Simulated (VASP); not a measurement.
SiC in VASP 6.6.1, relaxation

INCAR

```
ISMEAR = -1
NELM = 120
ISIF = 3
IBRION = 1
GGA = PE
NBANDS = 11
SIGMA = 0.02
LASPH = .TRUE.
LREAL = .FALSE.
LCHARG = .FALSE.
ENCUT = 600
EDIFF = 1E-7
EDIFFG = -5E-3
PREC = Accurate
LWAVE = .FALSE.
NSW = 40
```

KPOINTS

```
KPOINTS created by Atomic Simulation Environment
0
Gamma
10 10 10
0 0 0
```

POSCAR

```
Si C
 1.0000000000000000
     0.0000000000000000    1.9383049999999999    1.9383049999999999
     1.9383049999999999    0.0000000000000000    1.9383049999999999
     1.9383049999999999    1.9383049999999999    0.0000000000000000
 Si  C
   1   1
Cartesian
  0.0000000000000000  0.0000000000000000  0.0000000000000000
  1.9383049999999999  1.9383049999999999  1.9383049999999999
```

The recommended PBE PAW datasets give the neutral cell 8 valence electrons.

Command

```
mpirun -np 1 vasp_std
```

OSZICAR

```
N       E                     dE             d eps       ncg     rms          rms(c)
DAV:   1     0.433024617187E+01    0.43302E+01   -0.46895E+03  1074   0.717E+02
DAV:   2    -0.144514732484E+02   -0.18782E+02   -0.17847E+02  1295   0.117E+02
DAV:   3    -0.149358154137E+02   -0.48434E+00   -0.48305E+00  1302   0.142E+01
DAV:   4    -0.149367742372E+02   -0.95882E-03   -0.95876E-03  1145   0.732E-01
DAV:   5    -0.149367761023E+02   -0.18651E-05   -0.18651E-05  1237   0.303E-02    0.973E+00
DAV:   6    -0.133754971980E+02    0.15613E+01   -0.45325E+00  1109   0.104E+01    0.451E+00
DAV:   7    -0.133108903846E+02    0.64607E-01   -0.49957E-01  1175   0.401E+00    0.161E+00
DAV:   8    -0.133099173818E+02    0.97300E-03   -0.78083E-03  1108   0.605E-01    0.438E-01
DAV:   9    -0.133099552924E+02   -0.37911E-04   -0.98689E-04  1170   0.227E-01    0.145E-01
DAV:  10    -0.133099669013E+02   -0.11609E-04   -0.20104E-05  1180   0.362E-02    0.209E-02
...
DAV:   4    -0.135743052277E+02    0.21204E-04   -0.15475E-05  1070   0.224E-02    0.178E-02
DAV:   5    -0.135743056950E+02   -0.46730E-06   -0.37203E-07  1241   0.407E-03    0.127E-03
DAV:   6    -0.135743056792E+02    0.15846E-07   -0.65717E-08   541   0.121E-03
   4 F= -.13574306E+02 E0= -.13573598E+02  d E =-.232732E-02
       N       E                     dE             d eps       ncg     rms          rms(c)
DAV:   1    -0.135743770910E+02   -0.71396E-04   -0.11272E-03  1043   0.228E-01    0.344E-02
DAV:   2    -0.135743674795E+02    0.96116E-05   -0.12297E-05  1132   0.253E-02    0.193E-02
DAV:   3    -0.135743620332E+02    0.54463E-05   -0.42368E-06  1058   0.121E-02    0.386E-03
DAV:   4    -0.135743620010E+02    0.32182E-07   -0.63019E-08   689   0.172E-03
   5 F= -.13574362E+02 E0= -.13573663E+02  d E =-.563218E-04
```

From OUTCAR

```
k-points           NKPTS =     47   k-points in BZ     NKDIM =     47   number of bands    NBANDS=     11

   NELECT =       8.0000    total number of electrons

   dimension x,y,z NGX =    24 NGY =   24 NGZ =   24
   dimension x,y,z NGXF=    48 NGYF=   48 NGZF=   48

  energy-cutoff  :      600.00
  volume of cell :       16.75
      direct lattice vectors                 reciprocal lattice vectors
    -0.000000000  2.030843778  2.030843778    -0.246203083  0.246203083  0.246203083
     2.030843778 -0.000000000  2.030843778     0.246203083 -0.246203083  0.246203083
     2.030843778  2.030843778  0.000000000     0.246203083  0.246203083 -0.246203083

 k-points in reciprocal lattice and weights: KPOINTS created by Atomic Simulation Env
   0.00000000  0.00000000  0.00000000       0.001
   0.10000000  0.00000000  0.00000000       0.008
   0.20000000  0.00000000  0.00000000       0.008
   0.30000000  0.00000000  0.00000000       0.008
   0.40000000  0.00000000  0.00000000       0.008
   0.50000000  0.00000000  0.00000000       0.004
   0.10000000  0.10000000  0.00000000       0.006
   0.20000000  0.10000000  0.00000000       0.024
   ...

 E-fermi :  12.1571

 k-point     1 :       0.0000    0.0000    0.0000
  band No.  band energies     occupation
      1      -6.1066      2.00000
      2      12.2455      0.02380
      3      12.2455      0.02380
      4      12.2455      0.02380
      5      19.5464      0.00000
      6      21.1938      0.00000
      7      21.1938      0.00000
      8      21.1938      0.00000
      9      24.8458      0.00000
     10      24.8458      0.00000
     11      24.8458      0.00000

 k-point     2 :       0.1000    0.0000    0.0000
  band No.  band energies     occupation
      1      -5.8650      2.00000
      2      10.9737      2.00000
      3      12.1024      1.87833
      4      12.1024      1.87832
      5      19.7722      0.00000
      6      21.1099      0.00000
      7      21.5109      0.00000
      8      21.5109      0.00000
      9      23.0514      0.00000
     10      23.0514      0.00000
     11      24.6453      0.00000

 k-point     3 :       0.2000    0.0000    0.0000
  band No.  band energies     occupation
      1      -5.1444      2.00000
      2       8.2837      2.00000
      3      11.7851      2.00000
      4      11.7851      2.00000
      5      19.1187      0.00000
      6      20.3504      0.00000
      7      20.3504      0.00000
      8      22.2610      0.00000
      9      23.6410      0.00000
     10      23.6410      0.00000
     11      24.1551      0.00000

 k-point     4 :       0.3000    0.0000    0.0000
  band No.  band energies     occupation
      1      -3.9607      2.00000
      2       5.3274      2.00000
      3      11.4786      2.00000
      4      11.4786      2.00000
      5      18.5124      0.00000
      6      18.8079      0.00000
      7      18.8079      0.00000
      8      22.4889      0.00000
      9      24.8705      0.00000
     10      25.8564      0.00000
     11      25.8564      0.00000

 k-point     5 :       0.4000    0.0000    0.0000
  band No.  band energies     occupation
      1      -2.3655      2.00000
      2       2.5757      2.00000
      3      11.2832      2.00000
      4      11.2832      2.00000
      5      17.8133      0.00000
      6      17.8133      0.00000
      7      18.1918      0.00000
      8      21.9687      0.00000
      9      26.3028      0.00000
     10      28.4708      0.00000
     11      28.4708      0.00000

 ...

  Total       -0.0075825     -0.0075825     -0.0075825      0.0000000      0.0000000      0.0000000
  in kB       -0.7252120     -0.7252120     -0.7252120      0.0000000      0.0000000      0.0000000
  external PRESSURE =      -0.7252120 kB  Pullay stress =       0.0000000 kB

 POSITION                                       TOTAL-FORCE (eV/Angst)
 -----------------------------------------------------------------------------------
      0.00000      0.00000      0.00000        -0.000000      0.000000      0.000000
      2.03084      2.03084      2.03084         0.000000     -0.000000     -0.000000
 -----------------------------------------------------------------------------------
    total drift:                               -0.000000     -0.000000      0.000000

  FREE ENERGIE OF THE ION-ELECTRON SYSTEM (eV)
  ---------------------------------------------------
  free  energy   TOTEN  =       -13.5743620010 eV

  energy  without entropy=      -13.5729631512  energy(sigma->0) =      -13.57366258
```

| ionic step | ΔE (meV/atom) | volume (Å³) | largest force (eV/Å) | pressure (GPa) | electronic steps |
| --- | --- | --- | --- | --- | --- |
| 1 | 0.0 | 14.56 | 0.000 | 45.27 | 13 |
| 2 | -11.9 | 19.35 | 0.000 | -26.76 | 10 |
| 3 | -131.0 | 17.02 | 0.000 | -2.98 | 8 |
| 4 | -132.2 | 16.79 | 0.000 | -0.42 | 6 |
| 5 | -132.2 | 16.75 | 0.000 | -0.07 | 4 |

It converged. Results: relaxed cell vector lengths 2.872, 2.872, 2.872 Å; relaxed cell volume 16.75 Å³.

 The volume moved far on the plane waves of the start cell, so a restart from CONTCAR is due.

For comparison, a separate PBE relaxation on usual settings, not on those above, ends at 16.74 Å³.

The run above took about 32 s on one core of a shared host (Intel Xeon Platinum 8488C) and held 0.14 GiB at most.
